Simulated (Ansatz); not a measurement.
The system is GaSb.

```
Sb Ga
1.0
    -2.75343    2.75343    1.59071
     2.75343   -2.75343    1.59071
     2.75343    2.75343   -1.59071
Sb Ga
1 1
Cartesian
  0.0000 0.0000 0.0000
  0.0000 2.7534 0.7954
```

Measurements of this composition are mostly on another form, of space group No. 216.

* Program: Ansatz 0.2.0
* Task: relaxation of cell and atoms
* Functional: LDA
* Potentials or basis: all-electron LAPW, scalar-relativistic
* Basis error allowed: 0.001 eV/atom
* k mesh: 10 × 10 × 10
* Occupations: fermi-dirac, width 0.05 eV
* Spin: no spin polarisation

At the start: volume 24.12 Å³/atom.

Question: How do energy, volume and symmetry change on relaxing?

Answer: Over 5 steps the energy falls by 26.9 meV/atom and the volume is 22.28 Å³/atom (-7.6 %); space group I-4m2 (No. 119, to 0.05 Å).

Step by step:
| step | energy change (eV) | largest force (eV/Å) | volume (Å³) |
| --- | --- | --- | --- |
| 1 | 0.0000 | 0.0000 | 48.24 |
| 2 | -0.0408 | 0.0000 | 42.93 |
| 3 | -0.0534 | 0.0000 | 44.81 |
| 4 | -0.0537 | 0.0000 | 44.56 |
| 5 | -0.0537 | 0.0000 | 44.56 |

Final structure:
```
Sb Ga
1.0
    -2.69260    2.69260    1.53638
     2.69260   -2.69260    1.53638
     2.69260    2.69260   -1.53638
Sb Ga
1 1
Cartesian
  0.0000 0.0000 0.0000
  0.0000 2.6926 0.7682
```
